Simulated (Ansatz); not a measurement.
Input of an Ansatz 0.2.0 run:

input.yaml

```yaml
crystal:
  lattice:
    - [-1.8921, 1.8921, 4.7573]
    - [1.8921, -1.8921, 4.7573]
    - [1.8921, 1.8921, -4.7573]
  atoms:
    - { symbol: Ti, position: [0.75, 0.25, 0.5] }
    - { symbol: Ti, position: [0.0, 0.0, 0.0] }
    - { symbol: O, position: [0.7919, 0.7919, 0.0] }
    - { symbol: O, position: [0.5419, 0.0419, 0.5] }
    - { symbol: O, position: [0.9581, 0.4581, 0.5] }
    - { symbol: O, position: [0.2081, 0.2081, 0.0] }
hamiltonian:
  xc: pbesol
  pseudopotentials: { kind: paw }
kpoints:
  mp_grid: { grid: [10, 10, 10] }
  band_path:
    path:
      - [[0.0, 0.0, 0.0], [-0.5, 0.5, 0.0], [-0.5, 0.5, -0.0790928267], [-0.2895464134, 0.2895464134, -0.2895464134], [0.0, 0.0, 0.0], [0.5, 0.5, -0.5], [0.2895464134, 0.7104535866, -0.7104535866], [0.0, 0.5, -0.5], [-0.25, 0.75, -0.25], [0.0790928267, 0.9209071733, -0.5], [0.5, 0.5, -0.5]]
      - [[-0.5, 0.5, 0.0], [-0.25, 0.75, -0.25]]
    npoints: 14
scf:
  occupations: { method: fermi_dirac, width: 0.05 }
  n_extra_bands: 15
output:
  forces: true
  stress: true
  eigenvalues: true
  fatbands: false
```

Potentials or basis: Ansatz PAW.

Run with:

```bash
$ ansatz run input.yaml --threads 2 --pin off --max-ram 5632MiB --backend cpu --events-out ev --progress --plain --runs-dir out
```

**Question.** Predict the pressure.

**Answer.** -1.1 GPa.

**Question.** What does it give for the band gap on the k mesh?

**Answer.** 2.09 eV, indirect (least direct gap 2.42 eV).

**Question.** Predict the band gap along the path.

**Answer.** 2.07 eV, indirect (least direct gap 2.42 eV).

Forces in eV/Å, atoms in the order of the input:
```
Ti   0.000  0.000  0.000
Ti   0.000  0.000  0.000
O    0.000  0.000  0.009
O    0.000  0.000  0.009
O    0.000  0.000 -0.009
O    0.000  0.000 -0.009
```

Caveat: the pressure holds a Pulay correction of +0.7 GPa for the finite cutoff; the PAW data sets come from PBE, with cores solved anew for the run's functional, which leaves a small shift of forces and pressure. A hybrid or GW would open this gap; PBEsol tends to underestimate it.
